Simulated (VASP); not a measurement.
# W (Im-3m) in VASP: single point with PBE

Aim: the single point of W with PBE.

All numbers are computed with VASP 6.6.1; they aren't measurements. Logs are shortened: lines on timing, memory, paths and dates and some standing lists are left out, and cuts for length are marked.

## Step 1: Starting point

The structure is cubic, space group Im-3m (No. 229). Conventional cell: a = 3.185 Å, b = 3.185 Å, c = 3.185 Å, α = 90.00°, β = 90.00°, γ = 90.00°. W (site symmetry m-3m) is surrounded by 8 W at 2.76 Å.

## Step 2: Single point, PBE

Input file INCAR:

```
SYSTEM = W
ALGO = Fast
EDIFF = 1E-6
ENCUT = 520
GGA = PE
ICORELEVEL = 1
ISIF = 2
ISMEAR = 1
LASPH = .TRUE.
LCHARG = .FALSE.
LREAL = .FALSE.
LWAVE = .FALSE.
NBANDS = 13
NELM = 80
PREC = Accurate
SIGMA = 0.1
```

Input file KPOINTS:

```
k-points
0
G
  13 8 52
  0 0 0
```

Input file POSCAR:

```
W
1.0
    3.1846120000      0.0000000000      0.0000000000
   -1.5923060000      5.0353136900      0.0000000000
    1.5923060000     -2.0141254800      1.0070627400
W
1
Direct
    0.0000000000      0.0000000000      0.0000000000
```

Potentials or basis: VASP PAW PBE potentials, release 64 (W_sv).

Started as:

```
$ cat potpaw_PBE.64/W_sv/POTCAR > POTCAR
$ mpirun -np 1 vasp_std > vasp.out
```

OUTCAR:

```text
SYSTEM = W
   EDIFF = 1E-6
   ENCUT = 520
   GGA = PE
   ISIF = 2
   ISMEAR = 1
   LASPH = .TRUE.
   LREAL = .FALSE.
   NELM = 80
   PREC = Accurate

 ion  position               nearest neighbor table
   1  0.000  0.000  0.000-

  LATTYP: Found a body centered cubic cell.
 ALAT       =     3.1846120034

  Lattice vectors:

 A1 = (  -1.5923060000,   2.0141254800,  -1.0070627400)
 A2 = (  -1.5923060000,  -2.0141254800,   1.0070627400)
 A3 = (   1.5923060000,   1.0070627300,   2.0141254800)

Analysis of symmetry for initial positions (statically):
=====================================================================
 Subroutine PRICEL returns:
 Original cell was already a primitive cell.

 Routine SETGRP: Setting up the symmetry group for a
 body centered cubic supercell.

 Subroutine GETGRP returns: Found 48 space group operations
 (whereof 48 operations were pure point group operations)
 out of a pool of 48 trial point group operations.

The static configuration has the point symmetry O_h .

Analysis of symmetry for dynamics (positions and initial velocities):
=====================================================================
 Subroutine PRICEL returns:
 Original cell was already a primitive cell.

 Routine SETGRP: Setting up the symmetry group for a
 body centered cubic supercell.

 Subroutine GETGRP returns: Found 48 space group operations
 (whereof 48 operations were pure point group operations)
 out of a pool of 48 trial point group operations.

The dynamic configuration has the point symmetry O_h .

 Subroutine INISYM returns: Found 48 space group operations
 (whereof 48 operations are pure point group operations),
 and found     1 'primitive' translations

----------------------------------------------------------------------------------------

                                     Primitive cell

  volume of cell :      16.1488

  direct lattice vectors                    reciprocal lattice vectors
     3.184612000  0.000000000  0.000000000     0.314009996  0.099298679 -0.297896037
    -1.592306000  5.035313690  0.000000000     0.000000000  0.198597359  0.397194718
     1.592306000 -2.014125480  1.007062740     0.000000000  0.000000000  0.992986792

  length of vectors
     3.184612000  5.281081552  2.757954896     0.444077194  0.444077195  0.992986792

  position of ions in fractional coordinates (direct lattice)
     0.000000000  0.000000000  0.000000000

  ion indices of the primitive-cell ions
   primitive index   ion index
                 1           1

----------------------------------------------------------------------------------------

 KPOINTS: k-points

Automatic generation of k-mesh.
 Grid dimensions read from file:
 generate k-points for:   13    8   52

 Generating k-lattice:

  Cartesian coordinates                     Fractional coordinates (reciprocal lattice)
     0.024154615  0.007638360 -0.022915080     0.076923077  0.000000000  0.000000000
     0.000000000  0.024824670  0.049649340     0.000000000  0.125000000  0.000000000
     0.000000000  0.000000000  0.019095900     0.000000000  0.000000000  0.019230769

  Length of vectors
     0.034159784  0.055509649  0.019095900

  Shift w.r.t. Gamma in fractional coordinates (k-lattice)
     0.000000000  0.000000000  0.000000000

 -----------------------------------------------------------------------------
|                                                                             |
|           W    W    AA    RRRRR   N    N  II  N    N   GGGG   !!!           |
|           W    W   A  A   R    R  NN   N  II  NN   N  G    G  !!!           |
|           W    W  A    A  R    R  N N  N  II  N N  N  G       !!!           |
|           W WW W  AAAAAA  RRRRR   N  N N  II  N  N N  G  GGG   !            |
|           WW  WW  A    A  R   R   N   NN  II  N   NN  G    G                |
|           W    W  A    A  R    R  N    N  II  N    N   GGGG   !!!           |
|                                                                             |
|     Your reciprocal lattice and k-lattice belong to different lattice       |
|     classes:                                                                |
|                                                                             |
|        The reciprocal lattice is face-centered cubic,                       |
|        whereas your k-lattice is triclinic.                                 |
|                                                                             |
|     Results are often still useful ...                                      |
|                                                                             |
 -----------------------------------------------------------------------------

 WARNING: IBZKPT: internal override: KBLOWUP is changed to .FALSE.
      ... skipping the blow-up phase ...

 Subroutine IBZKPT returns following result:
 ===========================================

 Found   2256 irreducible k-points:

 Following reciprocal coordinates:
            Coordinates               Weight
  0.000000  0.000000  0.000000      1.000000
  0.076923  0.000000  0.000000      2.000000
  0.153846  0.000000 -0.000000      2.000000
  0.230769 -0.000000  0.000000      2.000000
  0.307692  0.000000 -0.000000      2.000000
  0.384615  0.000000 -0.000000      2.000000
[... 16 lines left out ...]
  0.153846  0.250000 -0.000000      4.000000
  0.230769  0.250000  0.000000      4.000000
 [... further k-points ...]
   k-points           NKPTS =   2256   k-points in BZ     NKDIM =   2256   number of bands    NBANDS=     13
   number of dos      NEDOS =    301   number of ions     NIONS =      1
   total plane-waves  NPLWV =  23040
   dimension x,y,z NGX =    24 NGY =   40 NGZ =   24
   dimension x,y,z NGXF=    48 NGYF=   80 NGZF=   48
   ions per type =               1
   NGX,Y,Z   is equivalent  to a cutoff of  12.53, 12.59, 14.47 a.u.
   NGXF,Y,Z  is equivalent  to a cutoff of  25.06, 25.18, 28.93 a.u.
 SYSTEM =  W
   PREC   = accura    normal or accurate (medium, high low for compatibility)
   ISTART =      0    job   : 0-new  1-cont  2-samecut
   ICHARG =      2    charge: 1-file 2-atom 10-const
   ISPIN  =      1    spin polarized calculation?
   LNONCOLLINEAR =      F non collinear calculations
   LSORBIT =      F    spin-orbit coupling
   LASPH  =      T    aspherical Exc in radial PAW
   ENCUT  =  520.0 eV  38.22 Ry    6.18 a.u.   5.92  9.82  5.13*2*pi/ulx,y,z
   NELM   =     80;   NELMIN=  2; NELMDL= -5     # of ELM steps
   EDIFF  = 0.1E-05   stopping-criterion for ELM
   LREAL  =      F    real-space projection
   EDIFFG = 0.1E-04   stopping-criterion for IOM
   NSW    =      0    number of steps for IOM
   IBRION =     -1    ionic relax: 0-MD 1-quasi-New 2-CG
   NFREE  =      0    steps in history (QN), initial steepest desc. (CG)
   ISIF   =      2    stress and relaxation
   ISYM   =      2    0-nonsym 1-usesym 2-fastsym
   POTIM  = 0.5000    time-step for ionic-motion
   TEBEG  =    0.0;   TEEND  =   0.0 temperature during run
   PSTRESS=    0.0 pullay stress
   NELECT =      14.0000    total number of electrons
   NUPDOWN=      -1.0000    fix difference up-down
   EMIN   =  10.00;   EMAX   =-10.00  energy-range for DOS
   EFERMI =   0.00;   METHOD = LEGACY
   ISMEAR =     1;   SIGMA  =   0.10  broadening in eV -4-tet -1-fermi 0-gaus
   EFERMI_NEDOS =   21; number of points for ismear=-14 and -15
   IALGO  =     68    algorithm
   IMIX   =      4    mixing-type and parameters
     AMIX     =   0.40;   BMIX     =  1.00
     AMIX_MAG =   1.60;   BMIX_MAG =  1.00
  volume/ion in A,a.u.               =      16.15       108.98
  Fermi-wavevector in a.u.,A,eV,Ry     =   1.561005  2.949872 33.153817  2.436737
  Thomas-Fermi vector in A             =   2.664134
   LORBIT       =      0    0 simple, 1 ext, 2 COOP (PROOUT), +10 PAW based schemes
   GGA     = PE    functional components
   LHFCALC =     F    Hartree Fock is set to
   AEXX    =    0.0000 exact exchange contribution
   IVDW    =     0    specifies the selected vdW correction
   LEPSILON=     F    determine dielectric tensor
   LRPA    =     F    only Hartree local field effects (RPA)
 non-spin polarized calculation
 RMM-DIIS sequential band-by-band and
 Methfessel and Paxton  Order N= 1 SIGMA  =   0.10
  energy-cutoff  :      520.00
  volume of cell :       16.15
 maximum number of plane-waves:       466
   NGX = 11   NGY = 19   NGZ = 11

 number of electron      14.0000001 magnetization

 Free energy of the ion-electron system (eV)
  ---------------------------------------------------
  ext. energy  EPLUGINS =         0.00000000
  ---------------------------------------------------
  free energy    TOTEN  =       -12.95481148 eV

  energy without entropy =      -12.95479711  energy(sigma->0) =      -12.95480669

 the core state eigenenergies are
   1-  1s -69451.9620  2s -11972.5251  2p -10466.1303  3s  -2745.1341  3p  -2299.2473
       3d  -1787.2074  4s   -553.6005  4p   -407.3889  4d   -222.2720  4f    -17.1768

 E-fermi :  11.2137     XC(G=0): -13.5360

 val. band max:       11.2126227421   @ k =   0.0769  -0.1250   0.1731
 cond. band min:      11.2153899573   @ k =  -0.2308  -0.1250   0.3077
 fundamental gap:      0.0027672152
 Fermi energy:        11.2137305146

 k-point     1 :       0.0000    0.0000    0.0000
  band No.  band energies     occupation
      1     -63.0328      2.00000
      2     -26.6211      2.00000
      3     -26.6211      2.00000
      4     -26.6211      2.00000
      5       1.6426      2.00000
      6       9.9779      2.00000
      7       9.9779      2.00000
      8       9.9779      2.00000
      9      13.3938      0.00000
     10      13.3938      0.00000
     11      25.6512      0.00000
     12      25.6512      0.00000
     13      25.6512      0.00000

 k-point     2 :       0.0769    0.0000    0.0000
  band No.  band energies     occupation
      1     -63.0258      2.00000
      2     -26.6958      2.00000
      3     -26.6446      2.00000
      4     -26.6215      2.00000
      5       1.9213      2.00000
      6       9.8103      2.00000
      7       9.9360      2.00000
      8      10.2473      2.00000
      9      13.1385     -0.00000
     10      13.3966      0.00000
     11      25.8823      0.00000
     12      26.1262      0.00000
     13      26.3120      0.00000

 k-point     3 :       0.1538    0.0000   -0.0000
  band No.  band energies     occupation
      1     -63.0063      2.00000
      2     -26.8990      2.00000
      3     -26.7090      2.00000
      4     -26.6224      2.00000
      5       2.6972      2.00000
      6       9.3781      2.00000
      7       9.7325      2.00000
      8      11.0384      2.03262
      9      12.7495     -0.00000
     10      13.4284      0.00000
     11      26.3193      0.00000
     12      27.4742      0.00000
     13      27.6949      0.00000
[... 305 lines left out ...]
 k-point    23 :       0.1538    0.2500   -0.0000
  band No.  band energies     occupation
      1     -62.9834      2.00000
      2     -27.1205      2.00000
      3     -26.7597      2.00000
      4     -26.6589      2.00000
      5       3.6282      2.00000
      6       9.0385      2.00000
      7       9.2352      2.00000
      8      12.1905     -0.00000
      9      12.4315     -0.00000
     10      13.7125      0.00000
     11      26.7989      0.00000
     12      27.6843      0.00000
     13      28.7268      0.00000

 k-point    24 :       0.2308    0.2500    0.0000
  band No.  band energies     occupation
      1     -62.9748      2.00000
      2     -27.2146      2.00000
      3     -26.8103      2.00000
      4     -26.6258      2.00000
      5       3.9047      2.00000
      6       8.7656      2.00000
      7       9.3646      2.00000
      8      12.4984     -0.00000
      9      12.7349     -0.00000
     10      13.5740      0.00000
     11      25.9791      0.00000
     12      27.6595      0.00000
     13      29.7773      0.00000

 [... further k-points ...]

------------------------ aborting loop because EDIFF is reached ----------------------------------------

  FORCE on cell =-STRESS in cart. coord.  units (eV):
  Direction    XX          YY          ZZ          XY          YZ          ZX
  --------------------------------------------------------------------------------------
  -------------------------------------------------------------------------------------
  Total        0.0159317      0.0159317      0.0159317      0.0000000     -0.0000000     -0.0000000
  in kB        1.5806449      1.5806449      1.5806450      0.0000000     -0.0000000     -0.0000000
  external PRESSURE =       1.5806449 kB  Pullay stress =       0.0000000 kB

 VOLUME and BASIS-vectors are now :
 -----------------------------------------------------------------------------
  energy-cutoff  :      520.00
  volume of cell :       16.15
      direct lattice vectors                 reciprocal lattice vectors
     3.184612000  0.000000000  0.000000000     0.314009996  0.099298679 -0.297896037
    -1.592306000  5.035313690  0.000000000     0.000000000  0.198597359  0.397194718
     1.592306000 -2.014125480  1.007062740     0.000000000  0.000000000  0.992986792

 POSITION                                       TOTAL-FORCE (eV/Angst)
 -----------------------------------------------------------------------------------
      0.00000      0.00000      0.00000         0.000000      0.000000      0.000000
 -----------------------------------------------------------------------------------
    total drift:                                0.000000      0.000000     -0.000000

  FREE ENERGIE OF THE ION-ELECTRON SYSTEM (eV)
  ---------------------------------------------------
  free  energy   TOTEN  =       -12.9548114836 eV

  energy  without entropy=      -12.9547971077  energy(sigma->0) =      -12.95480669
```

It took 7.9 min on 1 thread of Intel Xeon Platinum 8488C (Sapphire Rapids), shared host; peak memory 0.56 GiB.

What came out:

```yaml
Free_energy: -12.9548 eV
Pressure: 0.2 GPa
Band_gap_on_the_k_mesh: none (metal or under the smearing width)
```

Core levels (eV, on the scale of the bands):
```tsv
atom	levels
1 W	1s -69452.0, 2s -11972.5, 2p -10466.1, 3s -2745.1, 3p -2299.2, 3d -1787.2, 4s -553.6, 4p -407.4, 4d -222.3, 4f -17.2
```

Spin-orbit coupling is left out, which matters for the levels of W.
